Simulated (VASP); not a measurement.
Here is a VASP 6.6.1 calculation.

Contents of INCAR:

```
PREC = Accurate ; ENCUT = 600
EDIFF = 1E-6 ; ISMEAR = 0
SIGMA = 0.05 ; LREAL = False
LASPH = True ; NELM = 120
ALGO = Normal ; ISIF = 2
LWAVE = False ; LCHARG = False
GGA = B5 ; ALDAX = 1.0
AGGAX = 1.0 ; AGGAC = 1.0
ALDAC = 0.0 ; NBANDS = 11
GGA_COMPAT = False
```

File KPOINTS:

```
Automatic mesh
0
Gamma
  12 12 12
```

The input POSCAR:

```
BN
1.0
    0.0000000000      1.8233311850      1.8233311850
    1.8233311850      0.0000000000      1.8233311850
    1.8233311850      1.8233311850      0.0000000000
B N
1 1
Direct
    0.0000000000      0.0000000000      0.0000000000
    0.7500000000      0.7500000000      0.7500000000
```

Potentials or basis: VASP PAW PBE potentials, release 64 (B, N).

Run with:

```console
$ cat potpaw_PBE.64/B/POTCAR potpaw_PBE.64/N/POTCAR > POTCAR
$ mpirun -np 1 vasp_std > vasp.out
```

Estimate the pressure.

-0.3 GPa.

What does it give for the band gap on the k mesh?

4.84 eV (least direct gap 8.80 eV).

Caveat: the PAW data sets were made with another functional, which shifts forces and pressure a little.

**Experimental background.**

From a printed reference work, monograph, for a bulk crystal of BN at 300 K: band gap 6.4 eV (indirect).

Measured gap of BN: 6.4 eV (indirect; 300 K; a printed reference work, monograph). This calculation gives 4.84 eV (-1.56 eV). The value is that of BLYP on a finite k mesh, which can miss the band edges, without temperature or zero-point motion. Semilocal functionals fall short of measured gaps as a rule.
